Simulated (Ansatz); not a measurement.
# AlP: the cost of one run

Program: the Python package of Ansatz 0.2.0. Level of theory: DFT PBE, all-electron LAPW. These are calculated values, not measurements.

The COD entry's cell or inner coordinates are ideal or old and differ from later refinements, so a difference from it is no clean test against experiment.

### 1 The structure

The structure is cubic, space group F-43m (No. 216). Conventional cell: a = 5.451 Å, b = 5.451 Å, c = 5.451 Å, α = 90.00°, β = 90.00°, γ = 90.00°. Al (site symmetry -43m) is surrounded by 4 P at 2.36 Å. Around P (site symmetry -43m) lie 4 Al at 2.36 Å.

The script holds or builds the structure itself.

### 2 Script

alp_eos_lapw.py

```python
# -*- coding: utf-8 -*-
"""E(V) of AlP on LAPW."""

import warnings

import ansatz as az
from ase.eos import EquationOfState
from ase.units import GPa
import numpy as np

vectors0 = np.array([
    [0.0, 2.7255, 2.7255],
    [2.7255, 0.0, 2.7255],
    [2.7255, 2.7255, 0.0],
])
sites = [
    ("Al", (0.0, 0.0, 0.0)),
    ("P", (0.25, 0.25, 0.25)),
]


def crystal_on(cell):
    crystal = az.Crystal(lattice=az.Lattice.of(cell))
    for symbol, position in sites:
        crystal = crystal.atom(symbol, position)
    return crystal

warnings.simplefilter("ignore", az.DeckWarning)

volumes, energies = [], []
for scale in np.linspace(0.94, 1.06, 5):
    cell = vectors0 * scale ** (1 / 3)
    calculation = (
        crystal_on(cell).calculation()
        .functional("PBE")
        .occupations(az.OccupationsMethod.FIXED)
        .kpoints(6, 6, 6)
        .pseudopotentials("all_electron", lapw=True, basis_error=0.001)
    )
    report = calculation.run().report
    volumes.append(abs(np.linalg.det(cell)) / len(sites))
    energies.append(report["free_energy_ev"] / len(sites))
    print(f"{scale:.3f} {volumes[-1]:9.4f} A^3/atom {energies[-1]:16.5f} eV/atom  (estimated basis error {1000 * report['lapw_basis_errors']['total_ev_per_atom']:.2f} meV/atom)")
v0, e0, bulk = EquationOfState(volumes, energies, eos="birchmurnaghan").fit()
print(f"V0 = {v0:.4f} A^3/atom, B0 = {bulk / GPa:.1f} GPa")
```

### 3 Launch

The run is started by

```sh
python alp_eos_lapw.py
```

What time and memory should one allow on 1 thread of Arm Neoverse V2, shared host?

About 12 s, with a peak of 0.3 GiB.
